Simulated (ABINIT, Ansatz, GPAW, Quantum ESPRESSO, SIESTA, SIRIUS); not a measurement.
Ge: 7 runs at one level of theory

```xyz
4
Lattice="3.9976 0.0000 0.0000 -1.9988 3.4620 0.0000 0.0000 0.0000 6.5994" Properties=species:S:1:pos:R:3 pbc="T T T"
Ge    0.0000    2.3080    6.1843
Ge    1.9988    1.1540    2.8846
Ge    0.0000    2.3080    3.7148
Ge    1.9988    1.1540    0.4151
```

This isn't the form of Ge at room conditions, which is diamond.

Alike in all runs: task single point; functional PBEsol; k mesh 8 × 8 × 4; occupations fermi-dirac, width 0.05 eV; no spin polarisation; no spin-orbit coupling. Pressure is positive in compression and, in plane waves, holds the error of the finite cutoff, which Ansatz's Pulay term estimates and takes out.

| program and potentials | plane-wave cutoff (eV) | notes | pressure (GPa) |
| --- | --- | --- | --- |
| Ansatz, Ansatz PAW | 420 | potentials made for PBE, which Ansatz adapts in part; 14 valence electrons an atom on average; Pulay term of +0.02 GPa included | -0.03 |
| SIESTA, files PseudoDojo sr-pbesol-0.4.1-standard, DZP (energy shift 0.003 Ry; two zetas on semicore shells) | - | atomic basis; 14 valence electrons an atom on average | 1.26 |
| Quantum ESPRESSO, GBRV 1.5 PBEsol | 612 | 14 valence electrons an atom on average | -0.27 |
| SIRIUS, PseudoDojo 0.4.1 PBEsol standard (scalar relativistic) | 1078 | 14 valence electrons an atom on average | ? |
| ABINIT, PseudoDojo NC SR PBEsol v0.4.1 standard | 1061 | 14 valence electrons an atom on average | -0.04 |
| Ansatz, all-electron LAPW, scalar-relativistic | - | - | -0.03 |
| GPAW, PAW data sets generated for this functional | 600 | 4 valence electrons an atom on average | 0.25 |

Task: Estimate from the other rows what the run with SIRIUS, PseudoDojo 0.4.1 PBEsol standard (scalar relativistic) gave.

Result: Pressure -0.02 GPa. The other rows, which needn't bracket it: pressure -0.27 to 1.26.
